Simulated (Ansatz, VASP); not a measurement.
Two plane-wave programs on IrO

```
CELL_PARAMETERS angstrom
2.92018 0.00000 0.00000
-1.46009 2.52895 0.00000
0.00000 0.00000 4.52629
ATOMIC_POSITIONS crystal
Ir 0.00000 0.00000 0.00000
Ir 0.00000 0.00000 0.50000
O 0.33333 0.66667 0.25000
O 0.66667 0.33333 0.75000
```

The cell was built by a generator and needn't be a form met in nature.

Alike in both runs: task relaxation of cell and atoms; functional PBEsol; k mesh 6 × 6 × 4; occupations gaussian, width 0.1 eV; no spin polarisation.

|  | VASP | Ansatz |
| --- | --- | --- |
| version | VASP 6.6.1 | Ansatz 0.2.0 |
| potentials or method | VASP PAW PBE potentials, release 64 (Ir, O) | scalar-relativistic, plane waves, PAW |
| plane-wave cutoff (eV) | 600 | 420 |
| valence electrons in the cell | 30 | 46 |

Ansatz gave:

- gap on the k mesh at the Fermi level, each at its own relaxed structure (eV): none
- relaxed volume (Å³/atom): 11.41
- relaxed cell length with the largest relative difference (Å): 5.392
- energy change over the relaxation (meV/atom): -1462

Q: Estimate VASP's values.

A: gap on the k mesh at the Fermi level, each at its own relaxed structure (eV): none; relaxed volume (Å³/atom): 11.42; relaxed cell length with the largest relative difference (Å): 5.378; energy change over the relaxation (meV/atom): -1524.

A gap of «none» marks a metal or a gap that the smearing closes. The two sets of potentials don't hold the same shells in valence.

Caveats: the k mesh is coarse (spacing up to 0.41 Å⁻¹), so the values aren't converged; the volume moved by over 15 % at a fixed basis, so the end points are rough (VASP); the PAW data sets were made with another functional, which shifts forces and pressure a little (VASP). The runs have no spin-orbit coupling, so splittings on Ir are missing.
